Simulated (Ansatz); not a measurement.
# Sn16O17: the cost of one run

Program: Ansatz 0.2.0. Level of theory: DFT PBE, scalar-relativistic, plane waves, PAW. These are calculated values, not measurements.

3 further runs of the same task are left out: 1 that didn't finish, 2 set aside as unsound or not needed.

## 1. The starting structure

The structure is tetragonal, space group P4/nmm (No. 129). The conventional cell has a = 3.868 Å, b = 3.868 Å, c = 5.066 Å, α = 90.00°, β = 90.00°, γ = 90.00°. Sn (site symmetry 4mm) has 4 O at 2.25 Å as nearest neighbours. Around O (site symmetry -4m2) lie 4 Sn at 2.25 Å.

As a file:

```
CELL_PARAMETERS angstrom
3.86826 0.00000 0.00000
0.00000 3.86826 0.00000
0.00000 0.00000 5.06624
ATOMIC_POSITIONS crystal
Sn 0.00000 0.50000 0.22878
Sn 0.50000 0.00000 0.77122
O 0.50000 0.50000 0.00000
O 0.00000 0.00000 0.00000
```

It goes back to an entry of the Materials Project, which need not be the stable form.

It is the result of an earlier relaxation at this level (volume 18.95 Å³/atom; gap on the mesh: 0.50 eV).

The host's static dielectric tensor, from an earlier linear-response run, has a mean of 18.68.

The perfect supercell (rows -2 0 -1; 2 0 -1; 0 -2 1 in vectors of this cell) comes from an earlier run at this level (32 atoms, E(σ→0) -105467.2424 eV, gap 0.50 eV on its own mesh).

## 2. The defect cell

The extra atom is put at (0.521, 0.521, 0.750) of the supercell, the middle of a void of radius 2.43 Å. The other atoms start on their ideal sites. Its neighbours are 1 Sn at 2.43 Å, 4 O at 2.43 Å, 1 Sn at 2.64 Å, 4 Sn at 2.75 Å.

## 3. Relaxing the defect, charge 0

The input, input.yaml:

```yaml
crystal:
  lattice:
    - [-7.7365256589, 0.0, -5.0662403107]
    - [7.7365256589, 0.0, -5.0662403107]
    - [0.0, -7.7365256589, 5.0662403107]
  atoms:
    - { symbol: Sn, position: [0.2606121628, 0.7606121628, 0.25] }
    - { symbol: Sn, position: [0.5106121628, 0.0106121628, 0.75] }
    - { symbol: Sn, position: [0.5106121628, 0.5106121628, 0.25] }
    - { symbol: Sn, position: [0.0106121628, 0.0106121628, 0.25] }
    - { symbol: Sn, position: [0.2606121628, 0.2606121628, 0.75] }
    - { symbol: Sn, position: [0.7606121628, 0.7606121628, 0.75] }
    - { symbol: Sn, position: [0.7606121628, 0.2606121628, 0.25] }
    - { symbol: Sn, position: [0.0106121628, 0.5106121628, 0.75] }
    - { symbol: Sn, position: [0.7393878372, 0.4893878372, 0.0] }
    - { symbol: Sn, position: [0.9893878372, 0.7393878372, 0.5] }
    - { symbol: Sn, position: [0.9893878372, 0.2393878372, 0.0] }
    - { symbol: Sn, position: [0.4893878372, 0.7393878372, 0.0] }
    - { symbol: Sn, position: [0.7393878372, 0.9893878372, 0.5] }
    - { symbol: Sn, position: [0.2393878372, 0.4893878372, 0.5] }
    - { symbol: Sn, position: [0.2393878372, 0.9893878372, 0.0] }
    - { symbol: Sn, position: [0.4893878372, 0.2393878372, 0.5] }
    - { symbol: O, position: [0.75, 0.5, 0.25] }
    - { symbol: O, position: [0.0, 0.75, 0.75] }
    - { symbol: O, position: [0.0, 0.25, 0.25] }
    - { symbol: O, position: [0.5, 0.75, 0.25] }
    - { symbol: O, position: [0.75, 0.0, 0.75] }
    - { symbol: O, position: [0.25, 0.5, 0.75] }
    - { symbol: O, position: [0.25, 0.0, 0.25] }
    - { symbol: O, position: [0.5, 0.25, 0.75] }
    - { symbol: O, position: [0.75, 0.75, 0.5] }
    - { symbol: O, position: [1.0, 1.0, 1.0] }
    - { symbol: O, position: [0.0, 0.5, 0.5] }
    - { symbol: O, position: [0.5, 0.0, 0.5] }
    - { symbol: O, position: [0.75, 0.25, 1.0] }
    - { symbol: O, position: [0.25, 0.75, 1.0] }
    - { symbol: O, position: [0.25, 0.25, 0.5] }
    - { symbol: O, position: [0.5, 0.5, 1.0] }
    - { symbol: O, position: [0.5208333333, 0.5208333333, 0.75] }
  host:
    lattice:
      - [3.8682628294, 0.0, 0.0]
      - [0.0, 3.8682628294, 0.0]
      - [0.0, 0.0, 5.0662403107]
    atoms:
      - { symbol: Sn, position: [0.0, 0.5, 0.2287756745] }
      - { symbol: Sn, position: [0.5, 0.0, 0.7712243255] }
      - { symbol: O, position: [0.5, 0.5, 0.0] }
      - { symbol: O, position: [0.0, 0.0, 0.0] }
basis:
  ecutwfc: 420
  xc_grid: 2
kpoints:
  mp_grid: { grid: [3, 3, 3], shift: [0.0, 0.0, 0.0] }
hamiltonian:
  xc: pbe
scf:
  occupations: { method: gaussian, width: 0.02 }
output:
  forces: true
  stress: false
  eigenvalues: true
  charged_corrections:
    defect_position: [0.52083333, 0.52083333, 0.75]
    epsilon: [[22.126, 0.0, 0.0], [0.0, 22.126, 0.0], [0.0, 0.0, 11.7743]]
  write_density: true
  write_potential: true
  elf: true
  volumetric_format: npy
relax:
  adjacent_minimum: "off"
  f_tol: 0.025
  max_steps: 45
```

On the command line:

```bash
ansatz run input.yaml --threads 4 --pin off --max-ram 10240MiB --backend cpu --events-out ev --progress --plain --runs-dir out
```

Q: Estimate wall time and peak memory on 4 threads of Intel Xeon at 2.50GHz (Skylake/Cascade Lake), shared host.

About 6.1 min, with a peak of 2.6 GiB.
